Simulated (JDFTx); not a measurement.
# Pb (Im-3m) in JDFTx: equation of state

Aim: energy against volume of Pb in PBEsol, for its equilibrium volume and stiffness.

Everything below comes from runs of JDFTx 1.7.0 (patched build). Logs are shortened: lines on timing, memory, paths and dates and some standing lists are left out, and cuts for length are marked. The log counts tension as positive stress, the text compression.

## (1) Starting point

Symmetry: Im-3m, No. 229, cubic system. Conventional cell: a = 3.959 Å, b = 3.959 Å, c = 3.959 Å, α = 90.00°, β = 90.00°, γ = 90.00°. Around Pb (site symmetry m-3m) lie 8 Pb at 3.43 Å.

This isn't the form of Pb at room conditions, which is fcc.

## (2) Equation of state, PBEsol, 29.17 Å³/atom (volume scaled by 0.94)

Contents of Pb.in:

```
lattice \
   -3.6646457397     3.6646457397     3.6646457397 \
    3.6646457397    -3.6646457397     3.6646457397 \
    3.6646457397     3.6646457397    -3.6646457397
coords-type Lattice
ion Pb     0.0000000000     0.0000000000     0.0000000000 1

ion-species pseudo/Pb.upf
elec-cutoff 28
elec-ex-corr gga-PBEsol
kpoint-folding 9 9 9
elec-smearing Fermi 0.0018374661
elec-n-bands 13
electronic-SCF nIterations 100 energyDiffThreshold 1e-09
electronic-minimize nIterations 30 energyDiffThreshold 1e-7
forces-output-coords Cartesian

dump-name run.$VAR
dump End Ecomponents EigStats BandEigs Kpoints Forces Stress
```

Potentials or basis: PseudoDojo-SR-PBEsol-0.4.1-standard with smoothed tails.

On the command line:

```console
jdftx -c 1 -i Pb.in -o Pb.out
```

Log:

```text
*************** JDFTx 1.7.0 (patched build) ***************

Input parsed successfully to the following command list (including defaults):
[... the input with its defaults ...]

---------- Setting up symmetries ----------

Found 48 point-group symmetries of the bravais lattice
Found 48 space-group symmetries with basis
Applied RMS atom displacement 0 bohrs to make symmetries exact.

---------- Initializing the Grid ----------
R =
[     -3.66465      3.66465      3.66465  ]
[      3.66465     -3.66465      3.66465  ]
[      3.66465      3.66465     -3.66465  ]
unit cell volume = 196.859
G =
[ -5.10264e-18    0.85727    0.85727  ]
[    0.85727 -5.10264e-18    0.85727  ]
[    0.85727    0.85727 -5.10264e-18  ]
Minimum fftbox size, Smin = [  32  32  32  ]
Chosen fftbox size, S = [  32  32  32  ]

---------- Exchange Correlation functional ----------
Initalized PBEsol GGA exchange.
Initalized PBEsol GGA correlation.

---------- Setting up pseudopotentials ----------
Width of ionic core gaussian charges (only for fluid interactions / plotting) set to 0

Reading pseudopotential file 'pseudo/Pb.upf':
  'Pb' pseudopotential, 'PBESOL' functional
  Generated using ONCVPSP code by D. R. Hamann
  14 valence electrons, 3 orbitals, 6 projectors, 1001 radial grid points, with lMax = 2
    5D    l: 2   occupation: 10.0   eigenvalue: -0.777665
    6S    l: 0   occupation:  2.0   eigenvalue: -0.444510
    6P    l: 1   occupation:  2.0   eigenvalue: -0.129233
  Core radius for overlap checks: 2.30 bohrs.

Initialized 1 species with 1 total atoms.

Folded 1 k-points by 9x9x9 to 729 k-points.

---------- Setting up k-points, bands, fillings ----------
Reduced to 35 k-points under symmetry.
Computing the number of bands and number of electrons
Calculating initial fillings.
nElectrons:  14.000000   nBands: 13   nStates: 35

----- Setting up reduced wavefunction bases (one per k-point) -----
average nbasis = 1393.140 , ideal nbasis = 1393.115

---------- Setting up ewald sum ----------
Optimum gaussian width for ewald sums = 2.288126 bohr.
Real space sum over 2197 unit cells with max indices [  6  6  6  ]
Reciprocal space sum over 2197 terms with max indices [  6  6  6  ]

---------- Allocating electronic variables ----------
Initializing wave functions:  linear combination of atomic orbitals
Note: number of bands (13) exceeds available atomic orbitals (9)
Pb pseudo-atom occupations:   s ( 2 )  p ( 2 )  d ( 10 )
	FillingsUpdate:  mu: +0.443070420  nElectrons: 14.000000
LCAOMinimize: Iter:   0  F: -60.3523711566068073  |grad|_K:  1.849e-04  alpha:  1.000e+00
	FillingsUpdate:  mu: +0.443360321  nElectrons: 14.000000
LCAOMinimize: Iter:   1  F: -60.3524521570619044  |grad|_K:  1.269e-06  alpha:  8.044e-01  linmin: -1.316e-01  cgtest:  6.892e-01
LCAOMinimize: Encountered beta<0, resetting CG.
	FillingsUpdate:  mu: +0.443362279  nElectrons: 14.000000
LCAOMinimize: Iter:   2  F: -60.3524521613708060  |grad|_K:  1.304e-07  alpha:  9.046e-01  linmin: -2.982e-04  cgtest:  1.011e-03
	FillingsUpdate:  mu: +0.443362171  nElectrons: 14.000000
LCAOMinimize: Iter:   3  F: -60.3524521614150089  |grad|_K:  2.216e-09  alpha:  8.775e-01  linmin: -2.533e-01  cgtest:  8.776e-01
LCAOMinimize: Encountered beta<0, resetting CG.
LCAOMinimize: Converged (|Delta F|<1.000000e-06 for 2 iters).

-------- Electronic minimization -----------
Will mix electronic density at each iteration.
	FillingsUpdate:  mu: +0.443362171  nElectrons: 14.000000
	FillingsUpdate:  mu: +0.436638623  nElectrons: 14.000000
SCF: Cycle:  0   F: -60.362368956371959   dF: -9.917e-03   |Residual|: 5.908e-03   |deigs|: 3.353e-01
	FillingsUpdate:  mu: +0.436478697  nElectrons: 14.000000
SCF: Cycle:  1   F: -60.362418264723722   dF: -4.931e-05   |Residual|: 3.302e-03   |deigs|: 4.975e-03
	FillingsUpdate:  mu: +0.436366936  nElectrons: 14.000000
SCF: Cycle:  2   F: -60.362422014684498   dF: -3.750e-06   |Residual|: 7.478e-04   |deigs|: 9.151e-04
	FillingsUpdate:  mu: +0.436381944  nElectrons: 14.000000
SCF: Cycle:  3   F: -60.362422488445674   dF: -4.738e-07   |Residual|: 1.056e-04   |deigs|: 3.067e-04
	FillingsUpdate:  mu: +0.436381220  nElectrons: 14.000000
SCF: Cycle:  4   F: -60.362422560541390   dF: -7.210e-08   |Residual|: 6.160e-05   |deigs|: 1.681e-04
	FillingsUpdate:  mu: +0.436383882  nElectrons: 14.000000
SCF: Cycle:  5   F: -60.362422576264272   dF: -1.572e-08   |Residual|: 2.719e-05   |deigs|: 1.969e-04
	FillingsUpdate:  mu: +0.436384000  nElectrons: 14.000000
SCF: Cycle:  6   F: -60.362422579227136   dF: -2.963e-09   |Residual|: 4.771e-06   |deigs|: 1.144e-04
	FillingsUpdate:  mu: +0.436384157  nElectrons: 14.000000
SCF: Cycle:  7   F: -60.362422579942866   dF: -7.157e-10   |Residual|: 2.955e-06   |deigs|: 6.172e-05
	FillingsUpdate:  mu: +0.436384066  nElectrons: 14.000000
SCF: Cycle:  8   F: -60.362422580087781   dF: -1.449e-10   |Residual|: 1.436e-06   |deigs|: 3.655e-05
SCF: Converged (|Delta E|<1.000000e-09 for 2 iters).

Setting wave functions to eigenvectors of Hamiltonian

# Stress tensor in Cartesian coordinates [Eh/a0^3]:
[ -2.95197e-05            0            0  ]
[            0 -2.95197e-05            0  ]
[            0            0 -2.95197e-05  ]

# Ionic positions in lattice coordinates:
ion Pb   0.000000000000000   0.000000000000000   0.000000000000000 1

# Forces in Cartesian coordinates:
force Pb   0.000000000000000   0.000000000000000   0.000000000000000 1

# Energy components:
   Eewald =      -48.6602121165801336
       EH =       12.2257197285490822
     Eloc =      -34.1745589826549505
      Enl =      -14.3139951363472999
      Exc =      -19.8219218064616811
 Exc_core =        9.9051013134045771
       KE =       34.4775876365428999
-------------------------------------
     Etot =      -60.3622793635475077
       TS =        0.0001432165402700
-------------------------------------
        F =      -60.3624225800877809

IonicMinimize: Iter:   0  F: -60.362422580087781  |grad|_K:  0.000e+00
IonicMinimize: Converged (|grad|_K<1.000000e-04).

#--- Lowdin population analysis ---
# oxidation-state Pb +0.021

Dumping 'run.eigStats' ...
	eMin: -0.197761 at state 4 ( [ +0.000000 +0.000000 +0.444444 ] spin 0 )
	HOMO: +0.433102 at state 31 ( [ +0.333333 +0.333333 -0.333333 ] spin 0 )
	mu  : +0.436384
	LUMO: +0.440088 at state 16 ( [ +0.111111 +0.222222 +0.222222 ] spin 0 )
	eMax: +1.148174 at state 34 ( [ +0.444444 +0.444444 -0.444444 ] spin 0 )
	HOMO-LUMO gap: +0.006987
	Optical gap  : +0.039444 at state 31 ( [ +0.333333 +0.333333 -0.333333 ] spin 0 )
Done!
[note: the HOMO, LUMO and gaps printed at the end count levels as full or empty at half filling, so they show a gap where a level is partly filled]
```

Wall time 11 s (1 thread of Arm Neoverse V2, shared host); peak memory 0.06 GiB.

What came out:

* Free energy: -1642.5452 eV
* Pressure: 0.9 GPa
* Band gap on the k mesh: none (metal or under the smearing width)

## (3) Equation of state, PBEsol, 29.79 Å³/atom (volume scaled by 0.96)

Pb.in: that of step 2 with these lines changed.

```diff
@@ -1,5 +1,5 @@
 lattice \
-   -3.6646457397     3.6646457397     3.6646457397 \
-    3.6646457397    -3.6646457397     3.6646457397 \
-    3.6646457397     3.6646457397    -3.6646457397
+   -3.6904539545     3.6904539545     3.6904539545 \
+    3.6904539545    -3.6904539545     3.6904539545 \
+    3.6904539545     3.6904539545    -3.6904539545
 coords-type Lattice
```

Potentials or basis: PseudoDojo-SR-PBEsol-0.4.1-standard with smoothed tails.

On the command line:

```console
jdftx -c 1 -i Pb.in -o Pb.out
```

It took 11 s on 1 thread of Arm Neoverse V2, shared host; peak memory 0.06 GiB.

The run converged. Its results:

| Quantity | Value |
| --- | --- |
| Free energy | -1642.5465 eV |
| Pressure | -0.2 GPa |
| Band gap on the k mesh | none (metal or under the smearing width) |

## (4) Equation of state, PBEsol, 30.41 Å³/atom (volume scaled by 0.98)

Pb.in: that of step 3 with these lines changed.

```diff
@@ -1,5 +1,5 @@
 lattice \
-   -3.6904539545     3.6904539545     3.6904539545 \
-    3.6904539545    -3.6904539545     3.6904539545 \
-    3.6904539545     3.6904539545    -3.6904539545
+   -3.7159061652     3.7159061652     3.7159061652 \
+    3.7159061652    -3.7159061652     3.7159061652 \
+    3.7159061652     3.7159061652    -3.7159061652
 coords-type Lattice
```

On the command line:

```console
jdftx -c 1 -i Pb.in -o Pb.out
```

Run time: 11 s. Hardware: 1 thread of Arm Neoverse V2, shared host; peak memory 0.06 GiB.

Results (log left out):

```yaml
Free_energy: -1642.5440 eV
Pressure: -1.1 GPa
Band_gap_on_the_k_mesh: none (metal or under the smearing width)
```

## (5) Equation of state, PBEsol, 31.03 Å³/atom

Pb.in: that of step 4 with these lines changed.

```diff
@@ -1,5 +1,5 @@
 lattice \
-   -3.7159061652     3.7159061652     3.7159061652 \
-    3.7159061652    -3.7159061652     3.7159061652 \
-    3.7159061652     3.7159061652    -3.7159061652
+   -3.7410144011     3.7410144011     3.7410144011 \
+    3.7410144011    -3.7410144011     3.7410144011 \
+    3.7410144011     3.7410144011    -3.7410144011
 coords-type Lattice
```

On the command line:

```console
jdftx -c 1 -i Pb.in -o Pb.out
```

Run time: 11 s. Hardware: 1 thread of Arm Neoverse V2, shared host; peak memory 0.06 GiB.

It converged, with:

| Property | Result |
| --- | --- |
| Free energy | -1642.5380 eV |
| Pressure | -1.9 GPa |
| Band gap on the k mesh | none (metal or under the smearing width) |

## (6) Equation of state, PBEsol, 31.65 Å³/atom (volume scaled by 1.02)

Pb.in: that of step 5 with these lines changed.

```diff
@@ -1,5 +1,5 @@
 lattice \
-   -3.7410144011     3.7410144011     3.7410144011 \
-    3.7410144011    -3.7410144011     3.7410144011 \
-    3.7410144011     3.7410144011    -3.7410144011
+   -3.7657900528     3.7657900528     3.7657900528 \
+    3.7657900528    -3.7657900528     3.7657900528 \
+    3.7657900528     3.7657900528    -3.7657900528
 coords-type Lattice
```

Potentials or basis: PseudoDojo-SR-PBEsol-0.4.1-standard with smoothed tails.

On the command line:

```console
jdftx -c 1 -i Pb.in -o Pb.out
```

It took 11 s on 1 thread of Arm Neoverse V2, shared host; peak memory 0.06 GiB.

The run converged. Its results:

```
Free energy            : -1642.5292 eV
Pressure               : -2.6 GPa
Band gap on the k mesh : none (metal or under the smearing width)
```

## (7) Equation of state, PBEsol, 32.27 Å³/atom (volume scaled by 1.04)

Pb.in: that of step 6 with these lines changed.

```diff
@@ -1,5 +1,5 @@
 lattice \
-   -3.7657900528     3.7657900528     3.7657900528 \
-    3.7657900528    -3.7657900528     3.7657900528 \
-    3.7657900528     3.7657900528    -3.7657900528
+   -3.7902439203     3.7902439203     3.7902439203 \
+    3.7902439203    -3.7902439203     3.7902439203 \
+    3.7902439203     3.7902439203    -3.7902439203
 coords-type Lattice
```

On the command line:

```console
jdftx -c 1 -i Pb.in -o Pb.out
```

It took 11 s on 1 thread of Arm Neoverse V2, shared host; peak memory 0.06 GiB.

It converged, with:

| Quantity | Value |
| --- | --- |
| Free energy | -1642.5179 eV |
| Pressure | -3.2 GPa |
| Band gap on the k mesh | none (metal or under the smearing width) |

## (8) Equation of state, PBEsol, 32.90 Å³/atom (volume scaled by 1.06)

Pb.in: that of step 7 with these lines changed.

```diff
@@ -1,5 +1,5 @@
 lattice \
-   -3.7902439203     3.7902439203     3.7902439203 \
-    3.7902439203    -3.7902439203     3.7902439203 \
-    3.7902439203     3.7902439203    -3.7902439203
+   -3.8143862521     3.8143862521     3.8143862521 \
+    3.8143862521    -3.8143862521     3.8143862521 \
+    3.8143862521     3.8143862521    -3.8143862521
 coords-type Lattice
```

On the command line:

```console
jdftx -c 1 -i Pb.in -o Pb.out
```

Wall time 12 s (1 thread of Arm Neoverse V2, shared host); peak memory 0.06 GiB.

The run converged. Its results:

```
Free energy            : -1642.5044 eV
Pressure               : -3.7 GPa
Band gap on the k mesh : none (metal or under the smearing width)
```

## (9) Equation of state, PBEsol

Potentials or basis: PseudoDojo-SR-PBEsol-0.4.1-standard with smoothed tails.

No new run: the results of the series are fitted here.

What came out:

* Equilibrium volume: 29.68 Å³/atom
* Bulk modulus: 49 GPa
* Pressure derivative of the bulk modulus: 5.8

Energy against volume, from the lowest point:
```
volume (Å³/atom)  energy (meV/atom)
          29.172               1.31
          29.792               0.00
          30.413               2.56
          31.034               8.47
          31.654              17.27
          32.275              28.59
          32.896              42.07
```

Spin-orbit coupling is left out, which matters for the levels of Pb.
